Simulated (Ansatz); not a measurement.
# CoO (R3m) in Ansatz: further runs

The runs below take CoO through single point, with PBEsol.

Program: Ansatz 0.2.0. These are calculated values, not measurements. Logs are shortened: lines on timing, memory, paths and dates and some standing lists are left out, and cuts for length are marked.

## 1. The structure

It takes space group R3m (No. 160, trigonal). Conventional cell: a = 3.204 Å, b = 3.204 Å, c = 7.699 Å, α = 90.00°, β = 90.00°, γ = 120.00°. Co (site symmetry 3m) is surrounded by 4 O at 1.91 to 1.96 Å. Around O (site symmetry 3m) lie 4 Co at 1.91 to 1.96 Å.

Measurements of this composition are mostly on another form, of space group No. 225.

## 2. Single point, PBEsol

Contents of input.yaml:

```yaml
crystal:
  lattice:
    - [1.6022198417, 0.9250420569, 2.5664708903]
    - [-1.6022198417, 0.9250420569, 2.5664708903]
    - [0.0, -1.8500841138, 2.5664708903]
  atoms:
    - { symbol: Co, position: [0.99897832, 0.99897832, 0.99897832] }
    - { symbol: O, position: [0.75102103, 0.75102103, 0.75102103] }
hamiltonian:
  xc: pbesol
  pseudopotentials: { kind: paw }
kpoints:
  mp_grid: { grid: [10, 10, 10] }
scf:
  occupations: { method: fermi_dirac, width: 0.05 }
output:
  forces: true
  stress: true
  eigenvalues: true
```

Potentials or basis: Ansatz PAW.

Started as:

```bash
$ ansatz run input.yaml --threads 2 --pin off --max-ram 5632MiB --backend cpu --events-out ev --progress --plain --runs-dir out
```

The log of the run:

```text
Warning: RAYON_NUM_THREADS=2 ignored (pool sized by the plan → 2); use --threads N
Engine: ansatz 0.2.0, x86_64-unknown-linux-gnu
Pseudopotentials: kind: paw
Pseudopotential: Co, paw, valence charge 17, recommended cutoff 420 eV (normal), Co.paw.azcp
Pseudopotential: O, paw, valence charge 6, recommended cutoff 420 eV (normal), O.paw.azcp
Functional definition: PBEsol
  exchange = pbesol_x
  correlation = pbesol_c
Crystal: 2 atoms, lattice volume = 22.823 Å³
Basis set: ecut = 420 eV, 447 PW (Γ), exchange–correlation on 48×48×48 points (8 copies of the dense FFT grid, shifted against one another)
Bands: 16, of which v1, the nominal top of the filled ones, is band 12 counted from 1 (11 counted from 0)
Symmetry: 6 space group operations
Space group: R3m (ITA 160), of the structure as read, at distance tolerance 2.8e-5 Å
k-points: 116 of 1000 (time reversal used)
Non-local potential: Co, projectors of the file, l = 0: 3, l = 1: 2, l = 2: 3, l = 3: 1
Non-local potential: O, projectors of the file, l = 0: 2, l = 1: 2, l = 2: 1
PAW form: soft (Blöchl's): semilocal exchange-correlation on the pseudo side does not see the compensation charge
PAW frozen core: Co, regenerated for the run's functional, and the local potential with it (the file was generated under x = pbe(κ = 0.804, μ = 0.2195149727645171), c = pbe(β = 0.06672455060314922))
PAW frozen core: O, regenerated for the run's functional, and the local potential with it (the file was generated under x = pbe(κ = 0.804, μ = 0.2195149727645171), c = pbe(β = 0.06672455060314922))
PAW one-centre angular grid: Co, 590 points (default); XC on 64 Gauss nodes
PAW one-centre angular grid: O, 110 points (default); XC on 64 Gauss nodes
Initial density: superposition of atomic densities (neutral atoms: chi_scale 0, normalization atom), corrected by the library's trained network
Initial wavefunctions: pseudopotential atomic-orbital guess
Functional: x = pbesol(κ = 0.804, μ = 0.12345679012345678), c = pbesol(β = 0.046)
SCF iter   1: F=—  HF=-5652.223103 eV  |F-HF|=—  |Δ(HF+E_count)|=         —  Δρ=1.79e-2  dr2=4.26e-2  ethr=1.77e-3  ⟨swp⟩=5.8  Hψ=8528  notcnv=0
preconditioner: auto → LDOS  [metal: Δε(μ)=0.017 eV  Ē_g=11.412 eV  σ=0.050 eV  W_gap=0.09  n_scr=8 (ndim 8)  ℏωp=30.1 eV  f_vac=0.035  D(μ)=3.10/eV (n_scr^D=58)  β→1.0]
SCF iter   2: F=—  HF=-5652.221956 eV  |F-HF|=—  |Δ(HF+E_count)|=   1.15e-3  Δρ=1.84e-2  dr2=3.74e-2  ethr=1.85e-4  ⟨swp⟩=2.3  Hψ=4332  notcnv=0
SCF iter   3: F=—  HF=-5652.211634 eV  |F-HF|=—  |Δ(HF+E_count)|=   1.03e-2  Δρ=2.17e-3  dr2=8.36e-4  ethr=1.63e-4  ⟨swp⟩=2.8  Hψ=3564  notcnv=0
SCF iter   4: F=—  HF=-5652.211494 eV  |F-HF|=—  |Δ(HF+E_count)|=   1.40e-4  Δρ=1.26e-3  dr2=2.57e-4  ethr=3.64e-6  ⟨swp⟩=2.2  Hψ=2752  notcnv=0
SCF iter   5: F=—  HF=-5652.211472 eV  |F-HF|=—  |Δ(HF+E_count)|=   2.20e-5  Δρ=7.58e-4  dr2=6.09e-5  ethr=1.12e-6  ⟨swp⟩=1.0  Hψ=1856  notcnv=0
SCF iter   6: F=—  HF=-5652.211448 eV  |F-HF|=—  |Δ(HF+E_count)|=   2.37e-5  Δρ=1.89e-4  dr2=4.22e-6  ethr=2.65e-7  ⟨swp⟩=1.0  Hψ=1856  notcnv=0
SCF iter   7: F=—  HF=-5652.211449 eV  |F-HF|=—  |Δ(HF+E_count)|=   7.52e-7  Δρ=2.79e-5  dr2=1.47e-7  ethr=1.84e-8  ⟨swp⟩=2.0  Hψ=2583  notcnv=0
SCF iter   8: F=-5652.211449 eV  HF=-5652.211449 eV  |F-HF|=2.39e-9  |Δ(HF+E_count)|=   2.29e-8  Δρ=5.54e-6  dr2=3.05e-9  ethr=4.35e-10  ⟨swp⟩=4.5  Hψ=7013  notcnv=0
SCF 1 converged in 8 iterations: F = -5652.211449 eV  dr2 = 3.05e-9
SCF converged after 8 iterations
Free energy (F): -5652.211449 eV
Harris-Foulkes:  -5652.211449 eV  (|F-HF|=2.39e-9)
Internal energy: -5652.184928 eV  (E = F + TS)
E sigma→0 (E₀):  -5652.198188 eV
Entropy (-TS):   -0.026521 eV (-13.261 meV/atom)
Fermi energy:    11.044850 eV
--- Per-component energies (eV) ---
  E_band       = -368.296436
  E_kinetic    = 618.476740
  E_local      = -3872.335181  (includes V_loc(G=0)·N_el)
  E_nonlocal   = 512.743843
  E_hartree    = 1595.202484
  E_xc         = -226.092140
  E_vxc        = -292.063691  (∫ρ·V_xc dr)
  E_paw        = -1636.701981  (= ΣΔE_a)
  E_vpaw       = -525.528776  (= ΣTr[D̂ρ^β])
  E_aug_tail   = 0.002535  (compensation charges beyond the density's cutoff)
  E_ewald      = -2643.704935
  E_core_change = 0.223707  (= ΣΔE_core)
  E_smearing   = -0.026521  (= −TS)
  E_closure    = -0.000000  (closes the sum)
  Σ components = -5652.211449   (vs F -5652.211449, Δ=0.00e0)
--- Forces (eV/Å), atoms counted from 1 ---
  atom   1  Co     0.00000000    -0.00000000     0.17334540
  atom   2  O      0.00000000     0.00000000    -0.17335375
  max |Σ_I F_I| component: 8.35e-6 eV/Å
--- Stress (GPa, compression-positive) ---
      -22.432968      -0.000000      -0.000000
       -0.000000     -22.432968      -0.000000
       -0.000000      -0.000000     -20.224297
  P = ⅓ Tr σ = -21.6967 GPa (-216.967 kbar)
--- Band table (eV; the first three rows and the last of 116) ---
  k-point 0: bands = ["-83.7052", "-47.2053", "-47.1207", "-47.1207", "-9.2855", "5.0181", "5.0917", "5.0917", "9.7882", "9.7882", "11.0829", "12.2379", "12.2379", "12.3329", "24.9600", "24.9600"]
  k-point 1: bands = ["-83.7051", "-47.2060", "-47.1227", "-47.1210", "-9.2279", "4.8829", "5.0615", "5.1186", "9.7685", "9.7689", "11.3744", "12.1917", "12.1942", "12.2796", "24.0016", "25.0602"]
  k-point 2: bands = ["-83.7047", "-47.2078", "-47.1278", "-47.1219", "-9.0749", "4.4702", "5.1353", "5.1849", "9.7442", "9.7444", "11.2760", "12.0484", "12.1063", "12.9073", "22.1092", "25.1750"]
  k-point 115: bands = ["-83.7033", "-47.2315", "-47.1251", "-47.1251", "-8.6214", "3.8195", "5.3925", "5.3925", "9.7881", "9.9357", "9.9357", "11.3399", "11.3399", "16.6059", "18.2305", "24.5033"]
```

Wall time 1.8 s (2 threads of Intel Xeon Platinum 8375C at 2.90GHz (Ice Lake), shared host); peak memory 0.41 GiB.

What came out:

| Property | Result |
| --- | --- |
| Free energy | -5652.2114 eV |
| Pressure | -21.7 GPa |
| Largest force | 0.173 eV/Å |
| Band gap on the k mesh | none (metal or under the smearing width) |

Forces on the atoms (eV/Å):
```
Co   0.000  0.000  0.173
O    0.000  0.000 -0.173
```

Caveat: the pressure holds a Pulay correction of +0.7 GPa for the finite cutoff; an odd number of electrons without spin polarisation forces a metal; a magnetic or distorted state may lie lower; the run has no spin polarisation, though such a crystal can be magnetic; semilocal functionals often make such compounds metallic where correlation or magnetic order opens a gap, which also shifts bond lengths; the PAW data sets come from PBE, with cores solved anew for the run's functional, which leaves a small shift of forces and pressure. Spin polarisation is off, so any magnetic state and its effect on volume and gap are missing.

## 3. Single point, PBEsol, collinear spin, ferromagnetic start

input.yaml: that of step 2 with these lines changed.

```diff
@@ -6,3 +6,3 @@
   atoms:
-    - { symbol: Co, position: [0.99897832, 0.99897832, 0.99897832] }
+    - { symbol: Co, position: [0.99897832, 0.99897832, 0.99897832], spin: 2.0 }
     - { symbol: O, position: [0.75102103, 0.75102103, 0.75102103] }
@@ -11,2 +11,4 @@
   pseudopotentials: { kind: paw }
+magnetization:
+  spin_polarized: true
 kpoints:
```

Potentials or basis: Ansatz PAW.

Started as:

```bash
$ ansatz run input.yaml --threads 2 --pin off --max-ram 5632MiB --backend cpu --events-out ev --progress --plain --runs-dir out
```

Run time: 6.3 s. Hardware: 2 threads of Intel Xeon Platinum 8375C at 2.90GHz (Ice Lake), shared host; peak memory 0.41 GiB.

Results (log left out):

| Quantity | Value |
| --- | --- |
| Free energy | -5652.5296 eV |
| Pressure | -7.9 GPa |
| Largest force | 0.215 eV/Å |
| Band gap on the k mesh | none (metal or under the smearing width) |
| Net moment | 2.79 μB per cell |
| Absolute moment | 2.79 μB per cell |
| Site moments | Co +2.22; O +0.32 μB |

Forces in eV/Å, atoms in the order of the input:
```
Co   0.000  0.000  0.215
O    0.000  0.000 -0.215
```

Stress tensor (GPa, compression positive):
```
-9.54  0.00  0.00
 0.00 -9.54  0.00
 0.00  0.00 -4.66
```

Levels at points of the mesh, in eV from the Fermi level:
Spin up:
```csv
k point,band 9,band 10,band 11,band 12,band 13,band 14,band 15,band 16,band 17
"(0.00, 0.00, 0.00)",-2.32,-2.32,0.00,0.25,0.25,0.41,13.77,13.77,14.35
"(0.00, 0.00, -0.50)",-2.50,-2.25,-2.24,-0.55,-0.49,5.53,6.79,13.33,13.68
"(0.00, -0.50, -0.50)",-3.19,-2.01,-1.84,-1.69,-1.62,5.07,9.77,10.88,13.93
"(-0.50, -0.50, -0.50)",-2.56,-2.27,-2.27,-0.67,-0.67,5.50,7.11,13.24,13.24
```
Spin down:
```csv
k point,band 8,band 9,band 10,band 11,band 12,band 13
"(0.00, 0.00, 0.00)",-5.03,-0.44,-0.44,0.48,2.52,2.52
"(0.00, 0.00, -0.50)",-4.83,-0.24,-0.22,0.15,1.66,1.69
"(0.00, -0.50, -0.50)",-4.54,-0.96,-0.05,0.08,0.80,0.88
"(-0.50, -0.50, -0.50)",-4.78,-0.21,-0.21,-0.01,1.54,1.54
```

Caveat: the pressure holds a Pulay correction of +0.7 GPa for the finite cutoff; a cell with one magnetic atom can't hold antiferromagnetic order, which such compounds often take; semilocal functionals often make such compounds metallic where correlation or magnetic order opens a gap, which also shifts bond lengths; the PAW data sets come from PBE, with cores solved anew for the run's functional, which leaves a small shift of forces and pressure. With open d or f shells a metallic result of PBEsol can be an artefact of self-interaction; +U or a hybrid may open a gap.

## 4. Single point, PBEsol, collinear spin, random start

input.yaml: that of step 3 with these lines changed.

```diff
@@ -6,3 +6,3 @@
   atoms:
-    - { symbol: Co, position: [0.99897832, 0.99897832, 0.99897832], spin: 2.0 }
+    - { symbol: Co, position: [0.99897832, 0.99897832, 0.99897832], spin: 1.71 }
     - { symbol: O, position: [0.75102103, 0.75102103, 0.75102103] }
```

Started as:

```bash
$ ansatz run input.yaml --threads 2 --pin off --max-ram 5632MiB --backend cpu --events-out ev --progress --plain --runs-dir out
```

It took 6 s on 2 threads of Intel Xeon Platinum 8375C at 2.90GHz (Ice Lake), shared host; peak memory 0.44 GiB.

The run converged. Its results:

* Free energy: -5652.5296 eV
* Pressure: -7.9 GPa
* Largest force: 0.215 eV/Å
* Band gap on the k mesh: none (metal or under the smearing width)
* Net moment: 2.79 μB per cell
* Absolute moment: 2.79 μB per cell
* Site moments: Co +2.22; O +0.32 μB

Forces on the atoms (eV/Å):
```
Co   0.000  0.000  0.215
O    0.000  0.000 -0.215
```

Stress tensor (GPa, compression positive):
```
-9.54  0.00  0.00
 0.00 -9.54  0.00
 0.00  0.00 -4.66
```

Levels at points of the mesh, in eV from the Fermi level:
Spin up:
| k point | band 10 | band 11 | band 12 | band 13 | band 14 | band 15 | band 16 | band 17 |
| --- | --- | --- | --- | --- | --- | --- | --- | --- |
| (0.00, 0.00, 0.00) | -2.32 | 0.00 | 0.25 | 0.25 | 0.41 | 13.77 | 13.77 | 14.35 |
| (0.00, 0.00, -0.50) | -2.25 | -2.24 | -0.55 | -0.49 | 5.53 | 6.79 | 13.33 | 13.68 |
| (0.00, -0.50, -0.50) | -2.01 | -1.84 | -1.69 | -1.62 | 5.07 | 9.77 | 10.88 | 13.93 |
| (-0.50, -0.50, -0.50) | -2.27 | -2.27 | -0.67 | -0.67 | 5.50 | 7.11 | 13.24 | 13.24 |
Spin down:
```tsv
k point	band 8	band 9	band 10	band 11	band 12	band 13
(0.00, 0.00, 0.00)	-5.03	-0.44	-0.44	0.48	2.52	2.52
(0.00, 0.00, -0.50)	-4.83	-0.24	-0.22	0.15	1.66	1.69
(0.00, -0.50, -0.50)	-4.54	-0.96	-0.05	0.08	0.80	0.88
(-0.50, -0.50, -0.50)	-4.78	-0.21	-0.21	-0.01	1.54	1.54
```

Caveat: the pressure holds a Pulay correction of +0.7 GPa for the finite cutoff; a cell with one magnetic atom can't hold antiferromagnetic order, which such compounds often take; semilocal functionals often make such compounds metallic where correlation or magnetic order opens a gap, which also shifts bond lengths; the PAW data sets come from PBE, with cores solved anew for the run's functional, which leaves a small shift of forces and pressure.

## 5. Single point, PBEsol, collinear spin, ferromagnetic start

input.yaml: that of step 4 with these lines changed.

```diff
@@ -6,3 +6,3 @@
   atoms:
-    - { symbol: Co, position: [0.99897832, 0.99897832, 0.99897832], spin: 1.71 }
+    - { symbol: Co, position: [0.99897832, 0.99897832, 0.99897832], spin: 3.5 }
     - { symbol: O, position: [0.75102103, 0.75102103, 0.75102103] }
```

Started as:

```bash
$ ansatz run input.yaml --threads 2 --pin off --max-ram 5632MiB --backend cpu --events-out ev --progress --plain --runs-dir out
```

Run time: 5.7 s. Hardware: 2 threads of Intel Xeon Platinum 8375C at 2.90GHz (Ice Lake), shared host; peak memory 0.44 GiB.

It converged, with:

```
Free energy            : -5652.5296 eV
Pressure               : -7.9 GPa
Largest force          : 0.215 eV/Å
Band gap on the k mesh : none (metal or under the smearing width)
Net moment             : 2.79 μB per cell
Absolute moment        : 2.79 μB per cell
Site moments           : Co +2.22; O +0.32 μB
```

Forces on the atoms (eV/Å):
```
Co   0.000  0.000  0.215
O    0.000  0.000 -0.215
```

Stress tensor (GPa, compression positive):
```
-9.54  0.00  0.00
 0.00 -9.54  0.00
 0.00  0.00 -4.66
```

Levels at points of the mesh, in eV from the Fermi level:
Spin up:
| k point | band 11 | band 12 | band 13 | band 14 | band 15 | band 16 |
| --- | --- | --- | --- | --- | --- | --- |
| (0.00, 0.00, 0.00) | 0.00 | 0.25 | 0.25 | 0.41 | 13.77 | 13.77 |
| (0.00, 0.00, -0.50) | -2.24 | -0.55 | -0.49 | 5.53 | 6.79 | 13.33 |
| (0.00, -0.50, -0.50) | -1.84 | -1.69 | -1.62 | 5.07 | 9.77 | 10.88 |
| (-0.50, -0.50, -0.50) | -2.27 | -0.67 | -0.67 | 5.50 | 7.11 | 13.24 |
Spin down:
| k point | band 8 | band 9 | band 10 | band 11 | band 12 | band 13 |
| --- | --- | --- | --- | --- | --- | --- |
| (0.00, 0.00, 0.00) | -5.03 | -0.44 | -0.44 | 0.48 | 2.52 | 2.52 |
| (0.00, 0.00, -0.50) | -4.83 | -0.24 | -0.22 | 0.15 | 1.66 | 1.69 |
| (0.00, -0.50, -0.50) | -4.54 | -0.96 | -0.05 | 0.08 | 0.80 | 0.88 |
| (-0.50, -0.50, -0.50) | -4.78 | -0.21 | -0.21 | -0.01 | 1.54 | 1.54 |

Caveat: the pressure holds a Pulay correction of +0.7 GPa for the finite cutoff; a cell with one magnetic atom can't hold antiferromagnetic order, which such compounds often take; semilocal functionals often make such compounds metallic where correlation or magnetic order opens a gap, which also shifts bond lengths; the PAW data sets come from PBE, with cores solved anew for the run's functional, which leaves a small shift of forces and pressure. With open d or f shells a metallic result of PBEsol can be an artefact of self-interaction; +U or a hybrid may open a gap.

## 6. The runs side by side

```csv
spin,gap on the mesh (eV),pressure (GPa),moment (μB),largest force (eV/Å)
off,none,-21.7,-,0.17
"collinear, ferromagnetic start",none,-7.9,2.79,0.22
"collinear, random start",none,-7.9,2.79,0.22
```

Alike in all rows: task single point; level PBEsol; potentials or basis Ansatz PAW; cell as given; k mesh 10 × 10 × 10; cutoff (eV) 420; smearing fermi-dirac 0.05 eV.

Every run on the cell as given and a fine mesh finds a metal.

Caveats: semilocal functionals often make such compounds metallic where correlation or magnetic order opens a gap, which also shifts bond lengths; the PAW data sets come from PBE, with cores solved anew for the run's functional, which leaves a small shift of forces and pressure; a cell with one magnetic atom can't hold antiferromagnetic order, which such compounds often take (some runs); an odd number of electrons without spin polarisation forces a metal (some runs); a magnetic or distorted state may lie lower (some runs).

Total energies depend on the potentials used, so only differences within one code and one set of settings carry meaning.
